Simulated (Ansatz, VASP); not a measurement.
# Two plane-wave programs on BN

INCAR

```
SYSTEM = BN
PREC     = Accurate       ! precision mode
ENCUT    = 520            ! plane-wave cutoff, eV
EDIFF    = 1E-7           ! SCF threshold, eV
ISMEAR   = 0              ! smearing method
SIGMA    = 0.05           ! smearing width, eV
LREAL    = .FALSE.        ! projectors in reciprocal space
LASPH    = .TRUE.         ! aspherical terms in the spheres
NELM     = 60             ! most SCF steps
ALGO     = Normal         ! electronic algorithm
ISIF     = 2              ! what is computed and relaxed
LWAVE    = .FALSE.        ! write WAVECAR
LCHARG   = .FALSE.        ! write CHGCAR
GGA      = PE             ! functional
NBANDS   = 16             ! bands
```

Contents of KPOINTS:

```
regular mesh
0
G
  12 12 4
  0 0 0
```

Contents of POSCAR:

```
BN
1.0
    2.5039917043      0.0000000000      0.0000000000
   -1.2519958522      2.1685204268      0.0000000000
    0.0000000000      0.0000000000      6.6612000000
B N
2 2
Direct
    0.3333333333      0.6666666667      0.2500000000
    0.6666666667      0.3333333333      0.7500000000
    0.4486193122      0.7243096561      0.7500000000
    0.7819526455      0.3909763227      0.2500000000
```

Input for Ansatz:

```yaml
crystal:
  lattice:
    - [2.5039917043, 0.0, 0.0]
    - [-1.2519958522, 2.1685204268, 0.0]
    - [0.0, 0.0, 6.6612]
  atoms:
    - { symbol: B, position: [0.3333333333, 0.6666666667, 0.25] }
    - { symbol: B, position: [0.6666666667, 0.3333333333, 0.75] }
    - { symbol: "N", position: [0.4486193122, 0.7243096561, 0.75] }
    - { symbol: "N", position: [0.7819526455, 0.3909763227, 0.25] }
basis:
  ecutwfc: 420
kpoints:
  mp_grid: { grid: [12, 12, 4] }
hamiltonian:
  xc: pbe
scf:
  occupations: { method: gaussian, width: 0.05 }
output:
  forces: true
  stress: true
  eigenvalues: true
```

Change from the starting cell: all N atoms moved -0.250 Å, as atom 3 towards its neighbour atom 2 (B) at 1.446 Å.

Alike in both runs: task single point; functional PBE; k mesh 12 × 12 × 4; occupations gaussian, width 0.05 eV; no spin polarisation.

|  | VASP | Ansatz |
| --- | --- | --- |
| version | VASP 6.6.1 | Ansatz 0.2.0 |
| potentials or method | VASP PAW PBE potentials, release 64 (B, N) | scalar-relativistic, plane waves, PAW |
| plane-wave cutoff (eV) | 520 | 420 |
| valence electrons in the cell | 16 | 16 |

VASP gave:

```
gap on the k mesh at the Fermi level (eV)       : 2.33
least direct gap on the mesh (eV)               : 3.86
pressure (GPa)                                  : 27.7
largest component of the traceless stress (GPa) : 25.19
rms of the force components (eV/Å)              : 7.087
```

Task: Estimate Ansatz's values.

Result: gap on the k mesh at the Fermi level (eV): 2.34; least direct gap on the mesh (eV): 3.87; pressure (GPa): 27.8; largest component of the traceless stress (GPa): 25.08; rms of the force components (eV/Å): 7.065.

Atom by atom the forces differ by 0.029 eV/Å (rms over components).

Caveats: so large a pressure means that the cell lies far from this level's equilibrium, or that cutoff or potentials fall short (VASP); this functional lacks dispersion, which binds the layers, so the pressure and a relaxed spacing across them are unreliable; forces of over 1 eV/Å show positions far from the minimum, so gaps and moduli don't describe the material at rest. A k mesh can miss the band edges.
